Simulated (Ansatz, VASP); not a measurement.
Given: the input of a run of Ansatz 0.2.0 on As.

File input.yaml:

```yaml
crystal:
  lattice:
    - [2.7036817444, 0.0, 0.0]
    - [0.0, 2.7036817444, 0.0]
    - [0.0, 0.0, 2.7036817444]
  atoms:
    - { symbol: As, position: [0.5, 0.5, 0.5] }
hamiltonian:
  xc: pbe
  pseudopotentials: { kind: paw }
kpoints:
  mp_grid: { grid: [10, 10, 10] }
scf:
  occupations: { method: gaussian, width: 0.017 }
output:
  forces: true
  stress: true
  eigenvalues: true
```

Potentials or basis: Ansatz PAW.

Command:

```console
$ ansatz run input.yaml --threads 2 --pin off --max-ram 5632MiB --backend cpu --events-out ev --progress --plain --runs-dir out
```

Q: Set up the same calculation for VASP 6.6.1. Potentials there: VASP PAW PBE potentials, release 64 (As).

A: As run (the cutoff follows the program's own potentials):

Contents of INCAR:

```
PREC     = Accurate       # precision mode
ENCUT    = 520            # plane-wave cutoff, eV
EDIFF    = 1E-6           # SCF threshold, eV
ISMEAR   = 0              # smearing method
SIGMA    = 0.017          # smearing width, eV
LREAL    = F              # projectors in reciprocal space
LASPH    = T              # aspherical terms in the spheres
NELM     = 100            # most SCF steps
ALGO     = Normal         # electronic algorithm
ISIF     = 2              # what is computed and relaxed
LWAVE    = F              # write WAVECAR
LCHARG   = T              # write CHGCAR
GGA      = PE             # functional
LELF     = T              # ELF
LVHAR    = T            
NBANDS   = 8              # bands
```

The input KPOINTS:

```
Automatic mesh
0
Gamma
  10 10 10
```

Contents of POSCAR:

```
As
1.0
    2.7036817444      0.0000000000      0.0000000000
    0.0000000000      2.7036817444      0.0000000000
    0.0000000000      0.0000000000      2.7036817444
As
1
Direct
    0.5000000000      0.5000000000      0.5000000000
```

Potentials or basis: VASP PAW PBE potentials, release 64 (As).

Run with:

```sh
$ cat potpaw_PBE.64/As/POTCAR > POTCAR
$ mpirun -np 1 vasp_std > vasp.out
```

Both were run:

|  | VASP | Ansatz | Ansatz less VASP |
| --- | --- | --- | --- |
| gap on the k mesh at the Fermi level (eV) | none | none | - |
| pressure (GPa) | 2.5 | 2.3 | -0.20 |

A gap of «none» marks a metal or a gap that the smearing closes. The two sets of potentials don't hold the same shells in valence.
